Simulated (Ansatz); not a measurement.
# NaH (Fm-3m): how far a G0W0 gap depends on its settings

Aim: test how the G0W0 gap of NaH (database structure) moves with the number of bands, the screening cutoff and the other choices.

Program: Ansatz 0.2.0. G0W0, plane waves. No spin polarisation and no zero-point or thermal motion.

### 1 The system as given

The cell was relaxed beforehand with r2SCAN.

Space group Fm-3m (No. 225), cubic; conventional cell a = 4.795 Å, 13.78 Å³ an atom. Na has 6 H at 2.40 Å; H has 6 Na at 2.40 Å.

Structure file:

```cif
data_structure
_symmetry_space_group_name_H-M 'Fm-3m'
_symmetry_Int_Tables_number 225
_cell_length_a 4.7950
_cell_length_b 4.7950
_cell_length_c 4.7950
_cell_angle_alpha 90.000
_cell_angle_beta 90.000
_cell_angle_gamma 90.000
_cell_volume 110.25
loop_
_atom_site_label
_atom_site_type_symbol
_atom_site_symmetry_multiplicity
_atom_site_Wyckoff_symbol
_atom_site_fract_x
_atom_site_fract_y
_atom_site_fract_z
_atom_site_occupancy
Na1 Na 4 a 0.00000 0.00000 0.00000 1
H1 H 4 b 0.50000 0.00000 0.00000 1
```

### 2 82 empty bands, 120 eV

Contents of input.yaml:

```yaml
crystal:
  lattice:
    - [0.0, 2.3975126473, 2.3975126473]
    - [2.3975126473, 0.0, 2.3975126473]
    - [2.3975126473, 2.3975126473, 0.0]
  atoms:
    - { symbol: Na, position: [0.0, 0.0, 0.0] }
    - { symbol: H, position: [0.5, 0.5, 0.5] }
kpoints:
  mp_grid: { grid: [6, 6, 6] }
hamiltonian:
  xc: pbe
scf:
  occupations: { method: fixed }
gw:
  n_empty_bands: 82
  ecut_chi: 120
  qp_bands: [v2, c2]
  qp_kpoints: band_edges
  screening: { model: contour_deformation }
```

### 3 204 empty bands, 220 eV

input.yaml: that of step 2 with these lines changed.

```diff
@@ -15,4 +15,4 @@
 gw:
-  n_empty_bands: 82
-  ecut_chi: 120
+  n_empty_bands: 204
+  ecut_chi: 220
   qp_bands: [v2, c2]
```

### 4 375 empty bands, 300 eV

input.yaml: that of step 3 with these lines changed.

```diff
@@ -15,4 +15,4 @@
 gw:
-  n_empty_bands: 204
-  ecut_chi: 220
+  n_empty_bands: 375
+  ecut_chi: 300
   qp_bands: [v2, c2]
```

### 5 Starting from HSE06

input.yaml: that of step 4 with these lines changed.

```diff
@@ -11,3 +11,3 @@
 hamiltonian:
-  xc: pbe
+  xc: hse06
 scf:
@@ -15,4 +15,4 @@
 gw:
-  n_empty_bands: 375
-  ecut_chi: 300
+  n_empty_bands: 204
+  ecut_chi: 220
   qp_bands: [v2, c2]
```

### 6 Starting from r2SCAN

input.yaml: that of step 5 with these lines changed.

```diff
@@ -11,3 +11,3 @@
 hamiltonian:
-  xc: hse06
+  xc: r2scan
 scf:
```

### 7 Starting from PBE0

input.yaml: that of step 6 with these lines changed.

```diff
@@ -11,3 +11,3 @@
 hamiltonian:
-  xc: r2scan
+  xc: pbe0
 scf:
```

### 8 A plasmon pole in place of the full frequency dependence

input.yaml: that of step 7 with these lines changed.

```diff
@@ -11,3 +11,3 @@
 hamiltonian:
-  xc: pbe0
+  xc: pbe
 scf:
@@ -19,2 +19,2 @@
   qp_kpoints: band_edges
-  screening: { model: contour_deformation }
+  screening: { model: godby_needs }
```

### 9 A finer mesh, 10×10×10

input.yaml: that of step 8 with these lines changed.

```diff
@@ -9,3 +9,3 @@
 kpoints:
-  mp_grid: { grid: [6, 6, 6] }
+  mp_grid: { grid: [10, 10, 10] }
 hamiltonian:
@@ -15,6 +15,6 @@
 gw:
-  n_empty_bands: 204
-  ecut_chi: 220
+  n_empty_bands: 44
+  ecut_chi: 80
   qp_bands: [v2, c2]
   qp_kpoints: band_edges
-  screening: { model: godby_needs }
+  screening: { model: contour_deformation }
```

### 10 Norm-conserving pseudopotentials

input.yaml: that of step 9 with these lines changed.

```diff
@@ -9,5 +9,6 @@
 kpoints:
-  mp_grid: { grid: [10, 10, 10] }
+  mp_grid: { grid: [6, 6, 6] }
 hamiltonian:
   xc: pbe
+  pseudopotentials: { kind: nc }
 scf:
@@ -15,4 +16,4 @@
 gw:
-  n_empty_bands: 44
-  ecut_chi: 80
+  n_empty_bands: 204
+  ecut_chi: 220
   qp_bands: [v2, c2]
```

Q: Predict the outcome of this session. Wanted: for each run, start; potentials; frequencies; empty bands; cutoff; Kohn-Sham gap; G0W0 gap.

**Answer**, as computed:

```
 start  potentials  frequencies  empty bands  cutoff (eV)      mesh  Kohn-Sham gap (eV)  G0W0 gap (eV)
   PBE         PAW         full           82          120     6×6×6                3.85           6.01
   PBE         PAW         full          204          220     6×6×6                3.85           6.10
   PBE         PAW         full          375          300     6×6×6                3.85           6.13
 HSE06         PAW         full          204          220     6×6×6                4.90           6.80
r2SCAN         PAW         full          204          220     6×6×6                4.44           6.57
  PBE0         PAW         full          204          220     6×6×6                5.62           7.08
   PBE         PAW         pole          204          220     6×6×6                3.85           6.12
   PBE         PAW         full           44           80  10×10×10                3.82           5.90
   PBE          NC         full          204          220     6×6×6                3.85           6.07
```

Gaps are those on each run's own mesh.

With bands and cutoff raised together, from 82 bands at 120 eV to 375 at 300 eV, the gap moves by +0.11 eV, and on the last rung by +0.03 eV; extrapolated in 1/N from the last two rungs, the limit on this k mesh would lie near 6.2 eV. The starting point matters: against PBE, HSE06 gives +0.70 eV, r2SCAN gives +0.47 eV, PBE0 gives +0.99 eV. The plasmon pole changes the gap by +0.025 eV. Norm-conserving potentials change it by -0.023 eV.
